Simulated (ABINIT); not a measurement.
# SnSe (Fm-3m) in ABINIT: convergence with cutoff

Aim: find how far cutoff must go before the results for SnSe settle, at PBE. This setting moves, with any that are tied to it; all else stays.

All numbers are computed with ABINIT 10.8.3 (patched build); they aren't measurements. Logs are shortened: lines on timing, memory, paths and dates and some standing lists are left out, and cuts for length are marked. The log counts tension as positive stress, the text compression.

## (1) The structure

The structure is cubic, space group Fm-3m (No. 225). Conventional cell: a = 6.020 Å, b = 6.020 Å, c = 6.020 Å, α = 90.00°, β = 90.00°, γ = 90.00°. Sn (site symmetry m-3m) has 6 Se at 3.01 Å as nearest neighbours. Around Se (site symmetry m-3m) lie 6 Sn at 3.01 Å.

Measurements of this composition are mostly on another form, of space group No. 62.

## (2) With cutoff 9 Ha

The input, run.abi:

```
# Pseudopotentials
pp_dirpath "./"
pseudos "Sn.LDA_PW-JTH.xml, Se.LDA_PW-JTH.xml"

# Structure
acell 8.044153707 8.044153707 8.044153707
rprim
     0.0000000000     0.7071067812     0.7071067812
     0.7071067812     0.0000000000     0.7071067812
     0.7071067812     0.7071067812     0.0000000000
ntypat 2
znucl 50 34
natom 2
typat 1 2
xred
     0.0000000000     0.0000000000     0.0000000000
     0.5000000000     0.5000000000     0.5000000000

# Plane-wave basis
ecut 9.0
pawecutdg 57.2
pawxcdev 0

# k points
kptopt 1
ngkpt 8 8 8
nshiftk 1
shiftk 0.0 0.0 0.0

# Exchange and correlation
ixc 11

# Bands and occupations
nband 14
occopt 7
tsmear 0.1 eV

# SCF cycle
nstep 100
tolvrs 1.0e-9

# Output
iomode 3
prtwf 0
prtden 0
prteig 0
prtebands 0
enunit 1
```

Potentials or basis: JTH PAW LDA v2.0.

On the command line:

```sh
$ abinit run.abi > log 2>&1
```

Run time: 10 s. Hardware: 1 thread of Arm Neoverse V1, shared host; peak memory 0.12 GiB.

The run converged. Its results:

```
Free energy                                           : -2154.9484 eV
Band gap on the k mesh                                : 0.57 eV, direct
Valence electrons inside the program's atomic spheres : Sn 11.76; Se 3.91
```

## (3) With cutoff 11 Ha

Changes to run.abi since step 2:

```diff
@@ -19,3 +19,3 @@
 # Plane-wave basis
-ecut 9.0
+ecut 11.0
 pawecutdg 57.2
```

Potentials or basis: JTH PAW LDA v2.0.

On the command line:

```sh
$ abinit run.abi > log 2>&1
```

Wall time 12 s (1 thread of Arm Neoverse V1, shared host); peak memory 0.13 GiB.

Results (log left out):

| Quantity | Value |
| --- | --- |
| Free energy | -2158.7940 eV |
| Band gap on the k mesh | 0.59 eV, direct |
| Valence electrons inside the program's atomic spheres | Sn 11.76; Se 3.91 |

## (4) With cutoff 13 Ha

Changes to run.abi since step 3:

```diff
@@ -19,3 +19,3 @@
 # Plane-wave basis
-ecut 11.0
+ecut 13.0
 pawecutdg 57.2
```

On the command line:

```sh
$ abinit run.abi > log 2>&1
```

Wall time 15 s (1 thread of Arm Neoverse V1, shared host); peak memory 0.13 GiB.

It converged, with:

- Free energy: -2159.2734 eV
- Band gap on the k mesh: 0.58 eV, direct
- Valence electrons inside the program's atomic spheres: Sn 11.76; Se 3.91

## (5) With cutoff 15.5 Ha

Changes to run.abi since step 4:

```diff
@@ -19,3 +19,3 @@
 # Plane-wave basis
-ecut 13.0
+ecut 15.5
 pawecutdg 57.2
```

On the command line:

```sh
$ abinit run.abi > log 2>&1
```

Run time: 16 s. Hardware: 1 thread of Arm Neoverse V1, shared host; peak memory 0.14 GiB.

It converged, with:

| Item | Value |
| --- | --- |
| Free energy | -2159.2912 eV |
| Band gap on the k mesh | 0.58 eV, direct |
| Valence electrons inside the program's atomic spheres | Sn 11.76; Se 3.91 |

## (6) With cutoff 18.5 Ha

Changes to run.abi since step 5:

```diff
@@ -19,3 +19,3 @@
 # Plane-wave basis
-ecut 15.5
+ecut 18.5
 pawecutdg 57.2
```

Potentials or basis: JTH PAW LDA v2.0.

On the command line:

```sh
$ abinit run.abi > log 2>&1
```

It took 19 s on 1 thread of Arm Neoverse V1, shared host; peak memory 0.14 GiB.

It converged, with:

* Free energy: -2159.3330 eV
* Band gap on the k mesh: 0.59 eV, direct
* Valence electrons inside the program's atomic spheres: Sn 11.76; Se 3.91

## (7) With cutoff 22 Ha

Changes to run.abi since step 6:

```diff
@@ -19,3 +19,3 @@
 # Plane-wave basis
-ecut 18.5
+ecut 22.0
 pawecutdg 57.2
```

On the command line:

```sh
$ abinit run.abi > log 2>&1
```

It took 26 s on 1 thread of Arm Neoverse V1, shared host; peak memory 0.15 GiB.

It converged, with:

| Item | Value |
| --- | --- |
| Free energy | -2159.3452 eV |
| Pressure | 0.8 GPa |
| Band gap on the k mesh | 0.59 eV, direct |
| Valence electrons inside the program's atomic spheres | Sn 11.76; Se 3.91 |

## (8) With cutoff 25.5 Ha

Changes to run.abi since step 7:

```diff
@@ -19,3 +19,3 @@
 # Plane-wave basis
-ecut 22.0
+ecut 25.5
 pawecutdg 57.2
```

On the command line:

```sh
$ abinit run.abi > log 2>&1
```

Run time: 35 s. Hardware: 1 thread of Arm Neoverse V1, shared host; peak memory 0.16 GiB.

It converged, with:

- Free energy: -2159.3532 eV
- Pressure: 0.6 GPa
- Band gap on the k mesh: 0.59 eV, direct
- Valence electrons inside the program's atomic spheres: Sn 11.76; Se 3.91

## (9) With cutoff 29.5 Ha

Changes to run.abi since step 8:

```diff
@@ -19,3 +19,3 @@
 # Plane-wave basis
-ecut 25.5
+ecut 29.5
 pawecutdg 57.2
```

Potentials or basis: JTH PAW LDA v2.0.

On the command line:

```sh
$ abinit run.abi > log 2>&1
```

It took 36 s on 1 thread of Arm Neoverse V1, shared host; peak memory 0.17 GiB.

It converged, with:

```
Free energy                                           : -2159.3698 eV
Pressure                                              : 0.7 GPa
Band gap on the k mesh                                : 0.59 eV, direct
Valence electrons inside the program's atomic spheres : Sn 11.76; Se 3.91
```

## (10) With cutoff 35 Ha

Changes to run.abi since step 9:

```diff
@@ -19,3 +19,3 @@
 # Plane-wave basis
-ecut 29.5
+ecut 35.0
 pawecutdg 57.2
```

Potentials or basis: JTH PAW LDA v2.0.

On the command line:

```sh
$ abinit run.abi > log 2>&1
```

run.abo:

```text
.Version 10.8.3 of ABINIT
 Symmetries : space group Fm -3 m (#225); Bravais cF (face-center cubic)
================================================================================
 Values of the parameters that define the memory need of the present run
     intxc =       0    ionmov =       0      iscf =      17    lmnmax =      18
     lnmax =       6     mgfft =      45  mpssoang =       3    mqgrid =    3001
     natom =       2  nloc_mem =       2    nspden =       1   nspinor =       1
    nsppol =       1      nsym =      48    n1xccc =       1    ntypat =       2
    occopt =       7   xclevel =       2
       mpw =        3676          nfft =       91125          nkpt =          29
 PAW method is used; the additional fine FFT grid is defined by:
   mgfftf=        60    nfftf =    216000
================================================================================
================================================================================

--------------------------------------------------------------------------------
------------- Echo of variables that govern the present computation ------------
--------------------------------------------------------------------------------
 -outvars: echo values of preprocessed input variables --------
            acell      8.0441537070E+00  8.0441537070E+00  8.0441537070E+00 Bohr
              amu      1.18710000E+02  7.89600000E+01
             ecut      3.50000000E+01 Hartree
           enunit           1
              ixc          11
         kptrlatt        8    0    0      0    8    0      0    0    8
          kptrlen      6.43532297E+01
            natom           2
            nband          14
            ngfft          45      45      45
          ngfftdg          60      60      60
             nkpt          29
            nstep         100
             nsym          48
           ntypat           2
           occopt           7
        pawecutdg      5.72000000E+01 Hartree
         pawxcdev           0
           prtden           0
[... 175 lines left out ...]
xc                  : -1.32407637534906E+01
Ewald energy        : -5.47972287026956E+01
psp_core            :  3.01069837209179E+00
local_psp           : -7.69549741271361E+01
PAW spherical_terms :  1.96384192898604E+01
internal            : -7.93555062341490E+01
'-kT*entropy'       : -5.61597277482072E-09
total_energy        : -7.93555062397650E+01
total_energy_eV     : -2.15937333103560E+03
...

--- !EnergyTermsDC
iteration_state     : {dtset: 1, }
comment             : '"Double-counting" decomposition of free energy'
band_energy         : -7.30413757115920E+00
Ewald energy        : -5.47972287026956E+01
psp_core            :  3.01069837209179E+00
xc_dc               : -3.29554609187011E+01
PAW spherical_terms :  1.26906167403560E+01
internal            : -7.93555120801081E+01
'-kT*entropy'       : -5.61597277482072E-09
total_energy_dc     : -7.93555120857241E+01
total_energy_dc_eV  : -2.15937349011225E+03
...

--- !EnergyTermsWithPAWCore
iteration_state     : {dtset: 1, }
comment             : 'Components of total free energy, including PAW core contributions'
Total energy        : -8.60742506594800E+03
Total energy DC     : -8.60742507179396E+03
Total energy (eV)   : -2.34219968052849E+05
Total energy DC (eV): -2.34219968211926E+05
...

 Cartesian components of stress tensor (hartree/bohr^3)
  sigma(1 1)= -2.82034842E-05  sigma(3 2)=  0.00000000E+00
  sigma(2 2)= -2.82034842E-05  sigma(3 1)=  0.00000000E+00
  sigma(3 3)= -2.82034842E-05  sigma(2 1)=  0.00000000E+00

-Cartesian components of stress tensor (GPa)         [Pressure=  8.2978E-01 GPa]
- sigma(1 1)= -8.29775154E-01  sigma(3 2)=  0.00000000E+00
- sigma(2 2)= -8.29775154E-01  sigma(3 1)=  0.00000000E+00
- sigma(3 3)= -8.29775154E-01  sigma(2 1)=  0.00000000E+00

== END DATASET(S) ==============================================================
================================================================================

 -outvars: echo values of variables after computation  --------
            acell      8.0441537070E+00  8.0441537070E+00  8.0441537070E+00 Bohr
           etotal     -7.9355512086E+01
            fcart     -0.0000000000E+00 -0.0000000000E+00 -0.0000000000E+00
                      -0.0000000000E+00 -0.0000000000E+00 -0.0000000000E+00
            rprim      0.0000000000E+00  7.0710678120E-01  7.0710678120E-01
                       7.0710678120E-01  0.0000000000E+00  7.0710678120E-01
                       7.0710678120E-01  7.0710678120E-01  0.0000000000E+00
           strten     -2.8203484242E-05 -2.8203484242E-05 -2.8203484242E-05
                       0.0000000000E+00  0.0000000000E+00  0.0000000000E+00
           xangst      0.0000000000E+00  0.0000000000E+00  0.0000000000E+00
                       3.0099999980E+00  3.0099999980E+00  3.0099999980E+00
             xred      0.0000000000E+00  0.0000000000E+00  0.0000000000E+00
                       5.0000000000E-01  5.0000000000E-01  5.0000000000E-01
 Calculation completed.
```

Run time: 50 s. Hardware: 1 thread of Arm Neoverse V1, shared host; peak memory 0.19 GiB.

Results:

```
Free energy                                           : -2159.3735 eV
Pressure                                              : 0.8 GPa
Band gap on the k mesh                                : 0.59 eV, direct
Valence electrons inside the program's atomic spheres : Sn 11.76; Se 3.91
```

## (11) Result

| cutoff | energy less the tightest run, at zero smearing (meV/atom) | gap on the mesh (eV) | SCF cycles | CPU time (s) | peak memory (GiB) |
| --- | --- | --- | --- | --- | --- |
| 9 Ha | 2212.57 | 0.573 | 10 | 10 | 0.12 |
| 11 Ha | 289.76 | 0.589 | 10 | 12 | 0.13 |
| 13 Ha | 50.03 | 0.582 | 10 | 15 | 0.13 |
| 15.5 Ha | 41.17 | 0.582 | 10 | 16 | 0.14 |
| 18.5 Ha | 20.24 | 0.587 | 10 | 19 | 0.14 |
| 22 Ha | 14.16 | 0.589 | 10 | 26 | 0.15 |
| 25.5 Ha | 10.16 | 0.589 | 11 | 35 | 0.16 |
| 29.5 Ha | 1.83 | 0.589 | 10 | 36 | 0.17 |
| 35 Ha | 0.00 | 0.589 | 10 | 50 | 0.19 |

Against the tightest run, the gap on the mesh stays within 0.01 eV from 11 Ha on. Not settled before the last step: the energy (to 1 meV/atom). The tightest run that finished is the yardstick and may itself not be fully converged.

Caveats: the PAW data sets were made with another functional, which shifts forces and pressure a little; spin-orbit coupling is left out, which moves the levels of the heavy elements.
